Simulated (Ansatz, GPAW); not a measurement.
Given: the input of a run of Ansatz 0.2.0 on Ti (Titanium). 

File input.yaml:

```yaml
crystal:
  lattice:
    - [2.95, 0.0, 0.0]
    - [-1.475, 2.5547749412, 0.0]
    - [0.0, 0.0, 4.68]
  atoms:
    - { symbol: Ti, position: [0.6666666667, 0.3333333333, 0.75] }
    - { symbol: Ti, position: [0.3333333333, 0.6666666667, 0.25] }
kpoints:
  mp_grid: { grid: [10, 10, 6] }
scf:
  occupations: { method: gaussian, width: 0.1 }
hamiltonian:
  xc: pbe
  pseudopotentials: { kind: all_electron, lapw: { basis_error: 0.001 } }
output:
  forces: true
  stress: true
  eigenvalues: true
```

Potentials or basis: all-electron LAPW, scalar-relativistic.

The run is started by

```bash
$ ansatz run input.yaml --threads 1 --pin off --max-ram 3072MiB --backend cpu --events-out ev --progress --plain --runs-dir out
```

Task: What does the same run look like in GPAW 26.7.0 (ASE script)? Potentials or basis there: GPAW PAW data sets (gpaw-data 1.2.1), cutoff 600 eV.

Result: As run (cutoffs and basis follow the program's own potentials, and thresholds, step limits or extra output files can differ):

File run.py:

```python
from ase.dft.bandgap import bandgap
from ase.io import read, write
from ase.units import GPa
from gpaw import GPAW, PW

atoms = read('Ti.xyz')

calc = GPAW(mode=PW(600),
            xc='PBE',
            kpts={'size': (10, 10, 6), 'gamma': True},
            occupations={'name': 'methfessel-paxton', 'order': 0, 'width': 0.1},
            nbands=24,
            convergence={'density': 1e-05, 'energy': 1e-05},
            maxiter=150,
            txt='gpaw.txt')
atoms.calc = calc
energy = atoms.get_potential_energy()
forces = atoms.get_forces()
stress = atoms.get_stress()
calc.write('gs.gpw')
write('result.traj', atoms)
print(f'Energy: {energy:.6f} eV')
print('Forces (eV/A):')
print(forces.round(4))
print('Stress (GPa):', (stress / GPa).round(3))
print('Fermi level:', round(calc.get_fermi_level(), 4), 'eV')
print(f'Gap: {bandgap(calc)[0]:.4f} eV, direct: {bandgap(calc, direct=True)[0]:.4f} eV')
```

Contents of Ti.xyz:

```xyz
2
Lattice="2.9500000000 0.0000000000 0.0000000000 -1.4750000000 2.5547749412 0.0000000000 0.0000000000 0.0000000000 4.6800000000" Properties=species:S:1:pos:R:3 pbc="T T T"
Ti     1.4750000001      0.8515916470      3.5100000000
Ti    -0.0000000001      1.7031832942      1.1700000000
```

Potentials or basis: GPAW PAW data sets (gpaw-data 1.2.1), pw.

Launch:

```sh
$ OMP_NUM_THREADS=1 python run.py
```

Both were run:

|  | Ansatz | GPAW |
| --- | --- | --- |
| Pressure | -1.5 GPa | -2.0 GPa |

Where Ansatz's input types no cutoff or centring, it takes its own default and a Γ-centred mesh.

Pressure is positive in compression.
